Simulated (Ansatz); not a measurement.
## How far is PAW off for Hg?

```
CELL_PARAMETERS angstrom
4.54000 0.00000 0.00000
-2.27000 3.93176 0.00000
0.00000 0.00000 3.87000
ATOMIC_POSITIONS crystal
Hg 0.33333 0.66667 0.50000
Hg 0.00000 0.00000 0.00000
Hg 0.66667 0.33333 0.50000
```

Atoms are numbered in the order listed.

The cell comes from COD entry 1538509, which wasn't checked; take it as a given geometry.

Spin–orbit coupling is left out, though it moves levels of the heavy atoms by tenths of an eV or more.

Levels of theory: DFT, PBE, PAW with Ansatz's default frozen-core files, scalar-relativistic (Ansatz 0.2.0); DFT, PBE, all-electron PAW with datasets made for the crystal, scalar-relativistic (Ansatz 0.2.0); DFT, PBE, all-electron LAPW, scalar-relativistic (Ansatz 0.2.0).

For PAW: a Γ-centred 8×8×9 k mesh, Fermi–Dirac smearing of 0.05 eV, cutoff 420 eV, no spin polarisation. The crystal-made all-electron datasets (AE datasets) take a cutoff of 300 eV at this cell. LAPW targets a basis error of 0.5 meV/atom. The Ansatz runs share mesh, smearing and spin set-up. Plane-wave (PAW) pressures include the program's estimate of the Pulay term.

Stress and pressure are positive in compression.

No spin–orbit coupling: at heavy atoms the gradients can be off by tens of per cent for that reason.

In a metal, gradients converge slowly with the k mesh: the values move by tens of per cent from one mesh to another, at times in sign, so only the comparison on one mesh counts.

Levels count from the Fermi level.

```tsv
quantity	PAW	AE datasets	LAPW
pressure (GPa)	13.09	13.09	13.08
stress xx (GPa)	17.84	17.84	17.84
stress zz (GPa)	3.60	3.58	3.58
highest filled level at M (eV)	-0.686	-0.686	-0.686
lowest empty level at M (eV)	0.296	0.297	0.297
highest filled level at K (eV)	-4.998	-4.997	-4.997
lowest empty level at K (eV)	5.044	5.046	5.046
highest filled level at A (eV)	-5.227	-5.227	-5.227
lowest empty level at A (eV)	4.192	4.193	4.193
field gradient Vzz at Hg1 (10²¹ V/m²)	26.24	25.84	–
field gradient Vzz at Hg2 (10²¹ V/m²)	3.32	3.30	–
```

PAW's pressure differs from the LAPW value by about 0.01 GPa or less.
